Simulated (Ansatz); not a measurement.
# A vibration from a frozen displacement in HfO2

The calculation used Ansatz, DFT r2SCAN, scalar-relativistic, plane waves, PAW. Cutoff 500 eV, Γ-centred 8×8×8 k-points, Gaussian smearing of 0.05 eV. Spin–orbit coupling is left out, which matters for the heavy elements here. No spin polarisation. Energies are free energies at this smearing, counted from the undisturbed cell; pressure is positive in compression.

Zero of the scan (as given, not relaxed at this level; it stands at -8.4 GPa; this fluorite-type form isn't the usual structure):

```
Hf O
1.0
     0.00000    2.55750    2.55750
     2.55750    0.00000    2.55750
     2.55750    2.55750    0.00000
Hf O
1 2
Direct
  0.00000 0.00000 0.00000
  0.25000 0.25000 0.25000
  0.75000 0.75000 0.75000
```

Every Hf atom is moved by x along the Cartesian unit vector (1.000, 0.000, 0.000); the cell and all other atoms stay fixed. The cell's volume is 33.46 Å³; the moved atoms weigh 178.490 u together and the others 31.998 u. Some rows repeat others by symmetry and weren't run.

| x (Å) | ΔE (meV/cell) | total force on the moved atoms along the move (eV/Å) | pressure (GPa) |
| --- | --- | --- | --- |
| -0.2000 | 97.69 | 1.1189 | -4.3944 |
| -0.1750 | 72.19 | 0.9245 | -5.3432 |
| -0.1500 | 51.30 | 0.7493 | -6.1638 |
| -0.1250 | 34.57 | 0.5923 | -6.8568 |
| -0.1000 | 21.55 | 0.4517 | -7.4226 |
| -0.0750 | 11.87 | 0.3253 | -7.8619 |
| -0.0500 | 5.19 | 0.2103 | -8.1751 |
| -0.0250 | 1.28 | 0.1031 | -8.3628 |
| 0.0000 | 0.00 | 0.0000 | -8.4254 |
| 0.0250 | 1.28 | -0.1031 | -8.3628 |
| 0.0500 | 5.19 | -0.2103 | -8.1751 |
| 0.0750 | 11.87 | -0.3253 | -7.8619 |
| 0.1000 | 21.55 | -0.4517 | -7.4226 |
| 0.1250 | 34.57 | -0.5923 | -6.8568 |
| 0.1500 | 51.30 | -0.7493 | -6.1638 |
| 0.1750 | 72.19 | -0.9245 | -5.3432 |
| 0.2000 | 97.69 | -1.1189 | -4.3944 |

**Question.** What frequency belongs to this motion?

**Answer.** The force constant is k = −dF/dx = 4.124 eV/Å², from the parabola through x = -0.0250, 0 and 0.0250. In every cell the moved atoms swing against the rest, so the mass is μ = m₁m₂/(m₁ + m₂) = 27.134 u, and ν̃ = 521.5 cm⁻¹ × √(|k|/μ) = 203 cm⁻¹, at this cell's pressure of -8.4 GPa. To first order in x, and within 1 %, the force on every atom lies along the move and, within each of the two groups, in proportion to the atom's mass, so this is itself a mode at the zone centre of this cell, taken without macroscopic field (the transverse frequency in a polar insulator).

**Question.** How far does the harmonic law reach?

**Answer.** At x = -0.200 Å, kx²/2 = 82.48 meV against the computed 97.69 meV (+18.4 %): the well stiffens in this direction at large amplitude.

**Question.** The pressure changes with x². What does that say about the frequency under compression?

**Answer.** With E = k(V)x²/2, k ∝ V^(−2γ) and x scaling with the cell as V^(1/3), P − P0 = −∂E/∂V = (2γ − 2/3) ΔE/V. At x = 0.0500 Å, V(P − P0) = 33.46 × 0.25028 / 160.2 eV = 52.26 meV and ΔE = 5.19 meV, so γ = 1/3 + V(P − P0)/(2ΔE) = 5.37. This is the Grüneisen parameter of the motion under uniform scaling of the cell: shrinking the cell evenly by 1 % in volume raises the frequency by about 5.37 %. Values this far from the 1 to 3 of most solids mark a soft motion whose force constant is small beside what it shares with volume.

The fluorite-type cell resists the polar displacement of Hf against O at every amplitude scanned: the well has a single minimum, so there is no proper ferroelectric instability along this coordinate, even in a cell under tension. The modest frequency of 203 cm⁻¹ reflects the usual balance in a transverse polar mode, where short-range Hf–O repulsion is partly cancelled by long-range dipolar forces, which are strengthened by O 2p–Hf 5d hybridisation. Repulsion grows much faster than the dipolar term as the bonds shorten, which probably explains both the large Grüneisen parameter of 5.37 and the stiffening at large x, where Hf is pushed towards four of its eight oxygen neighbours. The stretched cell therefore suggests a frequency below that of the relaxed cubic crystal. A stable zone-centre mode doesn't make the cubic phase dynamically stable: its well-known instability towards the tetragonal form is an antiparallel displacement of oxygen columns at the zone boundary, which this primitive cell can't contain.
